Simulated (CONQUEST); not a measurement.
Mo under changes of volume

One of the cells (15.892 Å³/atom); the others are scaled copies at fixed shape and fractional positions:

```
Mo
1.0
     3.16762    0.00000    0.00000
     0.00000    3.16762    0.00000
     0.00000    0.00000    3.16762
Mo
2
Direct
  0.00000 0.00000 0.00000
  0.50000 0.50000 0.50000
```

| Item | Value |
| --- | --- |
| Program | CONQUEST 1.3 |
| Functional | PBEsol |
| Potentials or basis | PseudoDojo NC PBEsol, DZP, grid of 32 × 32 × 32 points |
| k mesh | 8 × 8 × 8 |
| Occupations | fermi-dirac, width 0.05 eV |
| Spin | no spin polarisation |

```csv
volume (Å³/atom),energy over the lowest point (meV/atom),pressure (GPa)
14.938,?,?
15.256,3.44,4.4
15.574,0.00,-1.0
15.892,8.66,-7.2
16.209,26.81,-11.0
16.527,52.47,-15.7
16.845,88.65,-19.8
```

Q: What does the run at 14.938 Å³/atom give?

A: Energy over the lowest point 18.69 meV/atom; pressure 11.8 GPa.

Worked out: A Birch-Murnaghan fit of order 3 (a polynomial in V^(-2/3)) to the other rows has its minimum at 15.49 Å³/atom with B0 = V·E''(V) = 271 GPa and B' = 3.3. It gives 17.91 meV/atom at 14.938 Å³/atom, against the run's 18.69, and -dE/dV = 10.5 GPa, against 11.8.

Energies are extrapolated to zero smearing.

Caveats: the basis of atomic orbitals isn't converged, which shifts pressures, moduli and gaps.
